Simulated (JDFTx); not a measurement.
A run of JDFTx 1.7.0 (patched build) is set up as follows.

Ga.in

```
lattice \
    5.1334032230     0.0000000000     0.0000000000 \
    0.0000000000     5.1334032230     0.0000000000 \
    0.0000000000     0.0000000000     5.1334032230
coords-type Lattice
ion Ga     0.0000000000     0.0000000000     0.0000000000 1

ion-species pseudo/Ga.upf
elec-cutoff 40
elec-ex-corr mgga-x-scan mgga-c-scan
kpoint-folding 5 5 5
elec-smearing Fermi 0.0018374661
elec-n-bands 12
electronic-SCF nIterations 100 energyDiffThreshold 1e-09
electronic-minimize nIterations 30 energyDiffThreshold 1e-7
forces-output-coords Cartesian
lattice-minimize nIterations 40 energyDiffThreshold 1e-6

dump-name run.$VAR
dump End Ecomponents EigStats BandEigs Kpoints Forces Stress
```

Potentials or basis: SG15-PBE-1.2 with smoothed tails.

Run with:

```bash
$ jdftx -c 1 -i Ga.in -o Ga.out
```

Task: What does it give for the relaxed volume?

Result: 17.89 Å³/atom.

Task: What does it give for the relaxed cell?

Result: a = 2.615 Å, b = 2.615 Å, c = 2.615 Å, α = 90.00°, β = 90.00°, γ = 90.00°.

Final structure:
```yaml
crystal:
  lattice:
    - [2.61537, 0.00000, 0.00000]
    - [0.00000, 2.61537, 0.00000]
    - [0.00000, 0.00000, 2.61537]
  atoms:
    - { symbol: Ga, position: [0.00000, 0.00000, 0.00000] }
```

Caveat: the k mesh is coarse (spacing up to 0.46 Å⁻¹), so the values aren't converged; the plane waves are those of the starting cell, so after so large a change of volume the result is rough; the potentials were made for another functional, which shifts forces and pressure.
